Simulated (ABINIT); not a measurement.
Planning a run of ABINIT 10.8.3 on BaS (Fm-3m). The input:

```
acell 3*1.0 Angstrom
rprim 
  0.000000000000 3.193750000000 3.193750000000
  3.193750000000 0.000000000000 3.193750000000
  3.193750000000 3.193750000000 0.000000000000
ntypat 2
znucl 56 16
natom 2
typat 1 2
xred 
  0.000000000000 0.000000000000 0.000000000000
  0.500000000000 0.500000000000 0.500000000000
pp_dirpath "pseudos"
pseudos "Ba.upf, S.upf"
ecut 20
ngkpt 4 4 4
nshiftk 1
shiftk 0 0 0
kptopt 1
chksymbreak 0
istwfk *1
occopt 1
irdwfk 1
optdriver 3
nband 307
ecuteps 8
inclvkb 2
awtr 1
symchi 1
indata_prefix "in"
outdata_prefix "out"
tmpdata_prefix "tmp"
```

```sh
OMP_NUM_THREADS=1 mpirun -n 8 abinit run.abi > log
```

Q: How long will it take on 8 MPI ranks of Arm Neoverse V2, shared host, and how much memory?

It took 57 s; on shared hardware allow 28 s to 1.9 min. Peak host memory was 2.1 GiB.

[Paths, hosts, dates, memory and timing lines, banners, echoed tables and standing remarks are left out of the program output.]

[Logs are printed without paths, hosts, clocks, repeated set-up lines and the standing remarks that a program may print on its own settings, such as how far it seeks lower states.]

[Runs of the session that timed out or met a known fault of the program may be left out.]

[No measured gap is set beside runs whose start may be inverted or whose files or cutoffs have a known fault.]

[Hosts, paths, dates, database ids (printed as entryN), source tags and the programs' standing remarks are cut or masked in the printed files.]

[G0W0 gaps are taken among the corrected bands and points alone; a level outside them can change the order at an edge.]

[Where Ansatz stands beside ABINIT at settings called matched, ABINIT's density can come from a denser mesh and the files from another edition; pairs whose starting gaps differed by over 0.03 eV were left out, so agreement reads better than it is.]
